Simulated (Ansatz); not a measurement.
Write the native input for Ansatz 0.2.0 that does the following.

```yaml
Task: single point
Functional: m-r2SCAN
Potentials_or_basis: Ansatz PAW
Cutoff: "500 eV (not typed: the program's choice for these potentials)"
k_mesh: 9 × 9 × 5
Occupations: tetrahedron
Spin: spin-orbit coupling, no magnetisation
```

Sc:

```
Sc
1.0
     3.30900    0.00000    0.00000
    -1.65450    2.86568    0.00000
     0.00000    0.00000    5.27330
Sc
2
Direct
  0.66667 0.33333 0.75000
  0.33333 0.66667 0.25000
```

One way to write it, as run:

input.yaml

```yaml
crystal:
  lattice:
    - [3.309, 0.0, 0.0]
    - [-1.6545, 2.8656780611, 0.0]
    - [0.0, 0.0, 5.2733]
  atoms:
    - { symbol: Sc, position_ang: [1.6545, 0.95522602, 3.954975] }
    - { symbol: Sc, position_ang: [0.0, 1.910452041, 1.318325] }
hamiltonian:
  xc: mr2scan
  pseudopotentials: { kind: paw_fr }
kpoints:
  mp_grid: { grid: [9, 9, 5] }
scf:
  occupations: { method: tetrahedron }
output:
  forces: true
  stress: true
magnetization:
  noncollinear: true
  spin_orbit: true
```

Potentials or basis: Ansatz PAW.

Launch:

```sh
$ ansatz run input.yaml --threads 1 --pin off --max-ram 2560MiB --backend cpu --events-out ev --progress --plain --runs-dir out
```

Results of the run:

```yaml
Pressure: -0.1 GPa
Band_gap_on_the_k_mesh: none (metal or under the smearing width)
```

Caveat: the PAW data sets come from PBE, with cores solved anew for the run's functional, which leaves a small shift of forces and pressure; with tetrahedron occupations forces and stress needn't match the slope of the energy.

Wall time 56 s on 1 thread of Arm Neoverse V2 (shared host), peak memory 0.74 GiB.
